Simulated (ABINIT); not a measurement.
**BaO (Fm-3m): G0W0 in ABINIT against the bands in the self-energy**

How does the gap of BaO (Fm-3m) converge in the bands in the self-energy?

Program: ABINIT 10.8.3. Level of theory: PBE and many-body steps on it, plane waves. Results are calculated unless marked as measured.

This is a report of a sequence of runs, with most program output left out.

The database entry behind the starting cell differs from later determinations by our own check (about 0.7 % short), so it need not match the best structure at ambient conditions.

**1. Set-up**

Symmetry: Fm-3m, No. 225, cubic system. Conventional cell: a = 5.500 Å, b = 5.500 Å, c = 5.500 Å, α = 90.00°, β = 90.00°, γ = 90.00°. Nearest to Ba lie 6 O at 2.75 Å. Nearest to O lie 6 Ba at 2.75 Å. Farther neighbours and most contacts between anions are not listed.

The cell and positions come from the Crystallography Open Database and are kept as given unless a step says otherwise. Spin-orbit coupling is left out unless a step names it.

**2. Screening, 6×6×6 mesh, 275 bands, screening to 272.1 eV**

This step: ABINIT 10.8.3; RPA screening on PBE, plane waves, norm-conserving pseudopotentials.

The RPA dielectric matrix is built and inverted for each q.

run.abi reads:

```
acell 3*1.0 Angstrom
rprim 
  -0.000000000000 2.750000000000 2.750000000000
  2.750000000000 -0.000000000000 2.750000000000
  2.750000000000 2.750000000000 -0.000000000000
ntypat 2
znucl 56 8
natom 2
typat 1 2
xred 
  0.000000000000 0.000000000000 0.000000000000
  0.500000000000 0.500000000000 0.500000000000
pp_dirpath "pseudos"
pseudos "Ba.upf, O.upf"
ecut 36
ngkpt 6 6 6
nshiftk 1
shiftk 0 0 0
kptopt 1
chksymbreak 0
istwfk *1
occopt 1
irdwfk 1
optdriver 3
nband 275
ecuteps 10
inclvkb 2
awtr 1
symchi 1
indata_prefix "in"
outdata_prefix "out"
tmpdata_prefix "tmp"
```

Started as:

```console
> OMP_NUM_THREADS=1 mpirun -n 8 abinit run.abi > log
```

It took 3.9 min on 8 MPI ranks of Intel Xeon Platinum 8488C (Sapphire Rapids), shared host; peak memory 3.8 GiB; 31 min of CPU time.

Numbers from this step:

- ε∞ with local fields, on this mesh, along the program's q direction: 4.013
- the same without local fields: 4.494
- plasma frequency: 23.03 eV
- plane waves in the screening matrix: 411

Local fields lower ε∞ by 11 %.

**3. 16 bands**

This step: G0W0 on PBE, plane waves, norm-conserving pseudopotentials.

Edit run.abi of step 2 so:

```diff
@@ -23,8 +23,17 @@
 irdwfk 1
-optdriver 3
-nband 275
+optdriver 4
+nband 16
+gwcalctyp 0
+ecutsigx 36
+symsigma 1
+nkptgw 2
+kptgw 
+  0.5000000000 0.5000000000 0.0000000000
+  0.0000000000 0.0000000000 0.0000000000
+bdgw 
+  6 10
+  6 12
 ecuteps 10
-inclvkb 2
-awtr 1
-symchi 1
+irdscr 1
+ppmodel 1
 indata_prefix "in"
```

Run time: 7.5 s. Hardware: 8 MPI ranks; peak memory 2.4 GiB; 57 s of CPU time.

This step gave:

- G0W0 gap on the points computed: 2.545 eV
- starting gap on the mesh: 1.938 eV
- k of the valence top: 0.5, 0.5, 0
- k of the conduction bottom: 0.5, 0.5, 0
- Z at the valence top: 0.779
- Z at the conduction bottom: 0.86
- least direct G0W0 gap on the computed points: 2.545 eV

**4. 31 bands**

Edit run.abi of step 3 so:

```diff
@@ -24,3 +24,3 @@
 optdriver 4
-nband 16
+nband 31
 gwcalctyp 0
```

Wall time 12 s (8 MPI ranks); peak memory 2.5 GiB.

Numbers from this step:

* G0W0 gap on the points computed: 2.532 eV
* starting gap on the mesh: 1.938 eV
* k of the valence top: 0.5, 0.5, 0
* k of the conduction bottom: 0.5, 0.5, 0
* Z at the valence top: 0.772
* Z at the conduction bottom: 0.85
* least direct G0W0 gap on the computed points: 2.532 eV

**5. 75 bands**

The self-energy is evaluated for the states that the input lists, and the levels follow from it, in one-shot runs by the linearised quasiparticle equation.

Edit run.abi of step 4 so:

```diff
@@ -24,3 +24,3 @@
 optdriver 4
-nband 31
+nband 75
 gwcalctyp 0
```

Run time: 25 s. Hardware: 8 MPI ranks; peak memory 2.8 GiB; 3.4 min of CPU time.

This step gave:

```yaml
g0w0_gap_on_the_points_computed: 2.788 eV
starting_gap_on_the_mesh: 1.938 eV
k_of_the_valence_top: 0.5, 0.5, 0
k_of_the_conduction_bottom: 0.5, 0.5, 0
least_direct_g0w0_gap_on_the_computed_points: 2.788 eV
```

The gap on the mesh goes from 1.94 eV to 2.79 eV, a correction of +0.85 eV.

**6. 164 bands**

Edit run.abi of step 5 so:

```diff
@@ -24,3 +24,3 @@
 optdriver 4
-nband 75
+nband 164
 gwcalctyp 0
```

Wall time 40 s (8 MPI ranks); peak memory 3.5 GiB.

This step gave:

```
G0W0 gap on the points computed              : 2.968 eV
starting gap on the mesh                     : 1.938 eV
k of the valence top                         : 0.5, 0.5, 0
k of the conduction bottom                   : 0.5, 0.5, 0
least direct G0W0 gap on the computed points : 2.968 eV
```

Against the run before, the gap moves by +0.180 eV.

**7. 275 bands**

Edit run.abi of step 6 so:

```diff
@@ -24,3 +24,3 @@
 optdriver 4
-nband 164
+nband 275
 gwcalctyp 0
```

The job ended after 71 s (8 MPI ranks; peak memory 4.3 GiB).

Numbers from this step:

```
G0W0 gap on the points computed              : 3.039 eV
starting gap on the mesh                     : 1.938 eV
k of the valence top                         : 0.5, 0.5, 0
k of the conduction bottom                   : 0.5, 0.5, 0
least direct G0W0 gap on the computed points : 3.039 eV
```

Against the run before, the gap moves by +0.071 eV.

**8. The runs together**

Times are wall times on 8 MPI ranks of Intel Xeon Platinum 8488C (Sapphire Rapids), shared host, good to a factor of about two. A run's time includes the screening step that it read.

```tsv
run	mesh	bands	screening cutoff (eV)	DFT gap (eV)	gap on the mesh (eV)	direct (eV)	ε∞ used	time
16 bands	6×6×6	16	272.1	1.938	2.545	2.545	4.01	4 min
31 bands	6×6×6	31	272.1	1.938	2.532	2.532	4.01	4.1 min
75 bands	6×6×6	75	272.1	1.938	2.788	2.788	4.01	4.3 min
164 bands	6×6×6	164	272.1	1.938	2.968	2.968	4.01	4.6 min
275 bands	6×6×6	275	272.1	1.938	3.039	3.039	4.01	5.1 min
```

**9. What came out**

- 16 bands: 2.545 eV
- 31 bands: 2.532 eV
- 75 bands: 2.788 eV
- 164 bands: 2.968 eV
- 275 bands: 3.039 eV
- known limits: not at the basis limit; no spin-orbit coupling

What this shows: The setting moved: bands in the self-energy. From 16 bands to 275 bands the gap moves by +0.49 eV. The last step still moves it by +0.071 eV. Bands and screening cutoff are coupled, so a series along one setting does not show full convergence. Bands and cutoff are finite, so the gap is not at the basis limit. The miss can reach some tenths of an eV and take either sign; the mesh is an error of its own. In the G0W0 runs levels were corrected at 2 k points alone, so a gap called «on the mesh» is the least over those, and an edge elsewhere would be missed. The many-body steps are scalar-relativistic: spin-orbit coupling is not in them.

[Paths, hosts, dates, memory and timing lines, banners, echoed tables and standing remarks are left out of the program output.]

[Logs are printed without paths, hosts, clocks, repeated set-up lines and the standing remarks that a program may print on its own settings, such as how far it seeks lower states.]

[Runs of the session that timed out or met a known fault of the program may be left out.]

[Hosts, paths, dates, database ids (printed as entryN), source tags and the programs' standing remarks are cut or masked in the printed files.]

[G0W0 gaps are taken among the corrected bands and points alone; a level outside them can change the order at an edge.]

[Where Ansatz stands beside ABINIT at settings called matched, ABINIT's density can come from a denser mesh and the files from another edition; pairs whose starting gaps differed by over 0.03 eV were left out, so agreement reads better than it is.]
